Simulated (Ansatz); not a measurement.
A relaxation computed with Ansatz, from input to last step.

```yaml
crystal:
  lattice:
    - [4.3260602927, 0.0, 0.0]
    - [-2.1630301463, 3.7464781118, 0.0]
    - [0.0, 0.0, 5.968173478]
  atoms:
    - { symbol: Te, position: [0.2829302447, 0.0, 0.3333333333] }
    - { symbol: Te, position: [0.0, 0.2829302447, 0.6666666667] }
    - { symbol: Te, position: [0.7170697553, 0.7170697553, 0.0] }
basis:
  ecutwfc: 420
kpoints:
  mp_grid: { grid: [12, 12, 8] }
hamiltonian:
  xc: pbe
  dispersion: d3bj
scf:
  occupations: { method: gaussian, width: 0.1 }
output:
  forces: true
  stress: true
  eigenvalues: true
relax:
  adjacent_minimum: "off"
  f_tol: 0.01
  max_steps: 60
  cell: { stress_tol: 0.1 }
```

```bash
ansatz run input.yaml --threads 1 --pin off --max-ram 2560MiB --backend cpu --events-out ev --progress --plain --runs-dir out
```

Theory: DFT PBE+D3(BJ), scalar-relativistic, plane waves, PAW in Ansatz 0.2.0.

Of 4 frames 3 are shown, positions in Å and forces in eV/Å; the SCF threshold varies from step to step. Steps run on the plane waves of an earlier cell, with a Pulay correction in the pressure. The basis is chosen afresh for the last frame, the zero of the energies, and at times for earlier ones too; energy and pressure step there, also at an unchanged geometry.

```xyz
3
Lattice="4.3261 0.0000 0.0000 -2.1630 3.7465 0.0000 0.0000 0.0000 5.9682" Properties=species:S:1:pos:R:3:forces:R:3 pbc="T T T" step=1 free_energy_over_end_meV_per_atom=0.15 pressure_GPa=-0.05
Te    1.2240    0.0000    1.9894    0.0253    0.0000    0.0000
Te   -0.6120    1.0600    3.9788   -0.0126    0.0219    0.0000
Te    1.5510    2.6865    0.0000   -0.0126   -0.0219    0.0000
3
Lattice="4.3206 0.0000 0.0000 -2.1603 3.7418 0.0000 0.0000 0.0000 5.9663" Properties=species:S:1:pos:R:3:forces:R:3 pbc="T T T" step=2 free_energy_over_end_meV_per_atom=0.02 pressure_GPa=-0.01
Te    1.2278    0.0000    1.9888    0.0107    0.0000    0.0000
Te   -0.6139    1.0633    3.9775   -0.0053    0.0092    0.0000
Te    1.5464    2.6785    0.0000   -0.0053   -0.0092    0.0000
3
Lattice="4.3150 0.0000 0.0000 -2.1575 3.7369 0.0000 0.0000 0.0000 5.9713" Properties=species:S:1:pos:R:3:forces:R:3 pbc="T T T" step=4 free_energy_over_end_meV_per_atom=0.00 pressure_GPa=-0.02
Te    1.2302    0.0000    1.9904   -0.0024    0.0000    0.0000
Te   -0.6151    1.0654    3.9809    0.0012   -0.0021    0.0000
Te    1.5424    2.6715    0.0000    0.0012    0.0021    0.0000
```

It took 60 s on 1 thread of Intel(R) Xeon(R) 6975P-C (Granite Rapids), on a shared host, peak memory 0.59 GiB.